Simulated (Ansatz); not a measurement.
BaO built on the rocksalt prototype: a single-point calculation in Ansatz 0.2.0 (PBE). The cell was relaxed with r2SCAN and then strained (isotropic -2.0 % on every length), with the atoms relaxed again with r2SCAN; k points keep the names of the unstrained zone.

```yaml
crystal:
  lattice:
    - [0.0, 2.7165038293, 2.7165038293]
    - [2.7165038293, 0.0, 2.7165038293]
    - [2.7165038293, 2.7165038293, 0.0]
  atoms:
    - { symbol: Ba, position: [0.0, 0.0, 0.0] }
    - { symbol: O, position: [0.5, 0.5, 0.5] }
kpoints:
  mp_grid: { grid: [8, 8, 8] }
  band_path:
    path:
      - [0.0, 0.0, 0.0]
      - [0.5, 0.0, 0.5]
      - [0.625, 0.25, 0.625]
      - [0.375, 0.375, 0.75]
      - [0.5, 0.5, 0.5]
      - [0.5, 0.25, 0.75]
      - [0.0, 0.5, 0.5]
    npoints: 1
hamiltonian:
  xc: pbe
scf:
  occupations: { method: fermi_dirac, width: 0.02 }
  n_extra_bands: 4
output:
  forces: true
  stress: true
  eigenvalues: true
  write_density: true
  write_potential: true
  elf: true
  volumetric_format: npy
```

Some lines of the output have been replaced by numbered gaps.
```
scf.n_extra_bands = 4 over 8 filled bands (N_el = 16.0): the run solves 12 bands
Functional definition: PBE
Crystal: 2 atoms, lattice volume = 40.092 Å³
[1]
Symmetry: 48 space group operations
Space group: Fm-3m (ITA 225)
k-points: 29 of 512
SCF 1 converged in 7 iterations: F = -6519.487673 eV  dr2 = 8.35e-9
NSCF: frozen V_eff on 7 k-points
SCF converged after 7 iterations
Free energy (F): -6519.487673 eV
[2]
--- Forces (eV/Å), atoms counted from 1 ---
  atom   1  Ba      0.00000      0.00000      0.00000
  atom   2  O       0.00000      0.00000      0.00000
--- Stress (GPa, compression-positive) ---
[3]
--- Band table (eV; the first three rows and the last of 29) ---
[4]
```

The rows of the band table are 0: (0, 0, 0) = Γ, 1: (0, 0, 1/8), 2: (0, 0, 1/4), 28: (1/4, -1/2, -1/4) = W.

Task: Fill in the blanks. They hold the stress, the Fermi energy and the band table, cutoff and plane waves at Γ.

Result:
```
[1]
Basis set: ecut = 420 eV, 749 PW (Γ)
[2]
Fermi energy:    10.330989 eV
[3]
        6.316345       0.000000       0.000000
        0.000000       6.316345       0.000000
        0.000000       0.000000       6.316345
  P = ⅓ Tr σ = 6.3163 GPa (63.163 kbar)
[4]
  k-point 0: bands = […, -0.8169, -0.8169, -0.8169, 8.7856, 8.7856, 8.7856, 13.2645, 14.1135, 14.1135, 14.1135]
  k-point 1: bands = […, -0.8591, -0.8369, -0.8369, 8.4690, 8.5881, 8.5881, 13.7901, 14.0156, 14.3909, 14.3909]
  k-point 2: bands = […, -0.9543, -0.8840, -0.8840, 7.8673, 8.1656, 8.1656, 13.7515, 15.1555, 15.1555, 15.5160]
  k-point 28: bands = […, -2.0782, -2.0782, -0.8900, 7.8141, 9.1503, 9.1503, 13.9096, 13.9096, 16.5541, 18.9073]
```
The trailing digits, and the zero of the energies, depend on the potentials and thresholds.

PBE gives a direct gap of 1.83 eV at X. At this geometry PBE finds +6.32 GPa, compression counted positive: its own equilibrium volume is larger.

Command: `ansatz run input.yaml --threads 2 --pin off --max-ram 2211MiB --backend cpu --events-out ev --progress --plain --runs-dir out`.

(Simulation; spin polarisation is off.)

The runs are scalar-relativistic, without spin-orbit coupling.
